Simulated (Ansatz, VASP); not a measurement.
Given: the input of a run of VASP 6.6.1 on CaF2 (Fluorite).

The input INCAR:

```
SYSTEM = CaF2
ALGO     = Normal         ! electronic algorithm
EDIFF    = 1E-6           ! SCF threshold, eV
ENCUT    = 520            ! plane-wave cutoff, eV
GGA      = PE             ! functional
ISIF     = 2              ! what is computed and relaxed
ISMEAR   = -1             ! smearing method
LASPH    = .True.         ! aspherical terms in the spheres
LCHARG   = .True.         ! write CHGCAR
LELF     = .True.         ! ELF
LREAL    = .False.        ! projectors in reciprocal space
LVHAR    = .True.       
LWAVE    = .False.        ! write WAVECAR
NBANDS   = 19             ! bands
NELM     = 100            ! most SCF steps
PREC     = Accurate       ! precision mode
SIGMA    = 0.05           ! smearing width, eV
```

File KPOINTS:

```
k-points
0
Gamma
  8 8 8
  0 0 0
```

Contents of POSCAR:

```
CaF2
1.0
    0.0000000000      2.7126705887      2.7126705887
    2.7126705887      0.0000000000      2.7126705887
    2.7126705887      2.7126705887      0.0000000000
Ca F
1 2
Direct
    0.0000000000      0.0000000000      0.0000000000
    0.7500000000      0.7500000000      0.7500000000
    0.2500000000      0.2500000000      0.2500000000
```

Potentials or basis: VASP PAW PBE potentials, release 64 (Ca_sv, F).

Command:

```sh
$ cat potpaw_PBE.64/Ca_sv/POTCAR potpaw_PBE.64/F/POTCAR > POTCAR
$ mpirun -np 1 vasp_std > vasp.out
```

**Question.** Set up the same calculation for Ansatz 0.2.0. Potentials there: all-electron LAPW, scalar-relativistic.

**Answer.** As run (the cutoff follows the program's own potentials):

File input.yaml:

```yaml
crystal:
  lattice:
    - [0.0, 2.7126705887, 2.7126705887]
    - [2.7126705887, 0.0, 2.7126705887]
    - [2.7126705887, 2.7126705887, 0.0]
  atoms:
    - { symbol: Ca, position: [0.0, 0.0, 0.0] }
    - { symbol: F, position: [0.75, 0.75, 0.75] }
    - { symbol: F, position: [0.25, 0.25, 0.25] }
kpoints:
  mp_grid: { grid: [8, 8, 8] }
scf:
  occupations: { method: fermi_dirac, width: 0.05 }
hamiltonian:
  xc: pbe
  pseudopotentials: { kind: all_electron, lapw: { basis_error: 0.001 } }
output:
  forces: true
  stress: true
  eigenvalues: true
```

Potentials or basis: all-electron LAPW, scalar-relativistic.

Launch:

```bash
$ ansatz run input.yaml --threads 2 --pin off --max-ram 6144MiB --backend cpu --events-out ev --progress --plain --runs-dir out
```

Both were run:

|  | VASP | Ansatz | Ansatz less VASP |
| --- | --- | --- | --- |
| gap on the k mesh at the Fermi level (eV) | 7.40 | 7.41 | +0.016 |
| least direct gap on the mesh (eV) | 7.66 | 7.67 | +0.015 |
| pressure (GPa) | 4.4 | 4.0 | -0.42 |

Ansatz ran all-electron here, so the differences hold the error of VASP's frozen core and of both bases.

A k mesh can miss the band edges.
